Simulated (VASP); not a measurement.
The system is HfO2.

```xyz
3
Lattice="0.0000 2.5575 2.5575 2.5575 0.0000 2.5575 2.5575 2.5575 0.0000" Properties=species:S:1:pos:R:3 pbc="T T T"
Hf    0.0000    0.0000    0.0000
O     3.8363    3.8363    3.8363
O     1.2788    1.2788    1.2788
```

Measurements of this composition are mostly on another form, of space group No. 14.

| Quantity | Value |
| --- | --- |
| Program | VASP 6.6.1 |
| Task | single point |
| Functional | PBEsol |
| Potentials or basis | VASP PAW PBE potentials, release 64 (Hf_pv, O) |
| Cutoff | 520 eV |
| k mesh | 9 × 9 × 9 |
| Occupations | fermi-dirac, width 0.05 eV |
| Spin | no spin polarisation |

On this cell: pressure -13.6 GPa; largest force zero by symmetry; band gap on the k mesh 3.71 eV, indirect (least direct gap 3.83 eV).

The same run follows on a disturbed copy (atoms moved at random, drawn with an rms of 0.05 Å):

```xyz
3
Lattice="0.0000 2.5575 2.5575 2.5575 0.0000 2.5575 2.5575 2.5575 0.0000" Properties=species:S:1:pos:R:3 pbc="T T T"
Hf   -0.0370   -0.0159    0.0251
O     3.8515    3.8457    3.8239
O     1.2535    1.2817    1.2562
```

Problem. What does the disturbed cell give?

Solution. The energy moves by +4.3 meV/atom; pressure -13.1 GPa; largest force 0.395 eV/Å; band gap on the k mesh 3.71 eV, indirect (least direct gap 3.82 eV).

Forces in eV/Å, atoms in the order of the input:
```
Hf   0.113  0.053 -0.131
O   -0.389 -0.060 -0.037
O    0.276  0.008  0.169
```

Stress tensor (GPa, compression positive):
```
-13.05   0.35  -0.06
  0.35 -13.21   0.84
 -0.06   0.84 -13.17
```

Caveats: the PAW data sets were made with another functional, which shifts forces and pressure a little; spin-orbit coupling is left out, which moves the levels of the heavy elements; an odd mesh through Γ misses points on the zone boundary, where band edges often lie.
